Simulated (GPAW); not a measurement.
A run of GPAW 26.7.0 is set up as follows.

run.py

```python
import numpy as np
from ase.dft.bandgap import bandgap
from ase.io import write
from ase.spacegroup import crystal
from ase.units import GPa
from gpaw import GPAW, PW
from gpaw.spinorbit import soc_eigenstates

# Ga 4a
# N 4d
atoms = crystal(['Ga', 'N'],
                basis=[[0.0, 0.0, 0.0],
                       [0.25, 0.25, 0.75]],
                spacegroup=216, setting=1,  # F-43m
                cellpar=[4.50700122, 4.50700122, 4.50700122, 90.0, 90.0, 90.0],
                primitive_cell=True)

calc = GPAW(mode=PW(800),
            xc='MGGA_X_REVTPSS+MGGA_C_REVTPSS',
            kpts={'size': (10, 10, 10), 'gamma': True},
            occupations={'name': 'fermi-dirac', 'width': 0.05},
            nbands=11,
            convergence={'density': 1e-05, 'energy': 1e-05},
            eigensolver='davidson',
            maxiter=150,
            txt='gpaw.txt')
atoms.calc = calc
energy = atoms.get_potential_energy()
forces = atoms.get_forces()
stress = atoms.get_stress()
calc.write('gs.gpw')
write('result.traj', atoms)
print(f'Energy: {energy:.6f} eV')
print('Forces (eV/A):')
print(forces.round(4))
print('Stress (GPa):', (stress / GPa).round(3))
print('Fermi level:', round(calc.get_fermi_level(), 4), 'eV')
print(f'Gap: {bandgap(calc)[0]:.4f} eV, direct: {bandgap(calc, direct=True)[0]:.4f} eV')

path = atoms.cell.bandpath('GXWKGLUWLK,UX', npoints=60, eps=1e-4)
bs_calc = calc.fixed_density(kpts=path, symmetry='off', nbands=19,
                             convergence={'bands': 'CBM+6.0', 'eigenstates': 1e-6}, txt='bands.txt')
bs = bs_calc.band_structure()
bs.write('bs.json')
print(f'Gap on the path: {bandgap(bs_calc)[0]:.4f} eV')

soc = soc_eigenstates(bs_calc, theta=0, phi=0, ignore_xc_potential=True)
np.savetxt('soc_bands.dat', soc.eigenvalues(), fmt='%.4f')
mesh = soc_eigenstates('gs.gpw', theta=0, phi=0, ignore_xc_potential=True)
np.savetxt('soc_mesh.dat', mesh.eigenvalues(), fmt='%.4f')
print('Fermi level with spin-orbit coupling:', round(mesh.fermi_level, 4), 'eV')
```

Potentials or basis: GPAW PAW data sets (gpaw-data 1.2.1), pw.

The run is started by

```sh
$ OMP_NUM_THREADS=1 python run.py
```

**Question.** Predict the band gap on the k mesh.

**Answer.** 1.62 eV, direct.

**Question.** Estimate the pressure.

**Answer.** 9.9 GPa.

Levels at the corners of the path, in eV from the valence-band top:
```csv
point,band 6,band 7,band 8,band 9,band 10,band 11
Γ,0.00,0.00,0.00,1.62,1.62,10.40
X,-2.73,-2.68,-2.68,3.15,3.15,6.83
W,-3.87,-3.70,-3.65,6.15,6.16,8.73
K,-4.37,-2.18,-2.18,4.90,4.90,8.10
Γ,0.00,0.00,0.00,1.62,1.62,10.40
L,-0.98,-0.95,-0.95,4.73,4.73,8.72
U,-4.37,-2.18,-2.18,4.90,4.90,8.10
W,-3.87,-3.70,-3.65,6.15,6.16,8.73
L,-0.98,-0.95,-0.95,4.73,4.73,8.72
K,-4.37,-2.18,-2.18,4.90,4.90,8.10
U,-4.37,-2.18,-2.18,4.90,4.90,8.10
X,-2.73,-2.68,-2.68,3.15,3.15,6.83
```

Caveat: spin-orbit coupling was added after a scalar SCF, so levels and gaps hold it while energy, forces, pressure and moments don't; this program's spin-orbit splittings come out too wide for heavy elements; the PAW data sets were made with another functional, which shifts forces and pressure a little.

**Experimental background.**

A printed reference work, textbook reports, for a bulk crystal of GaN at 0 K: band gap 3.299 eV (direct).

Against the measured gap of GaN, 3.299 eV (direct; 0 K; a printed reference work, textbook), the calculated 1.62 eV is off by -1.68 eV. So large a miss can be the level of theory's own, or it may mean another phase, state or a wrong row. The value is that of revTPSS, without temperature or zero-point motion. The cell is a database's relaxed one, not the measured one, which moves gaps too.
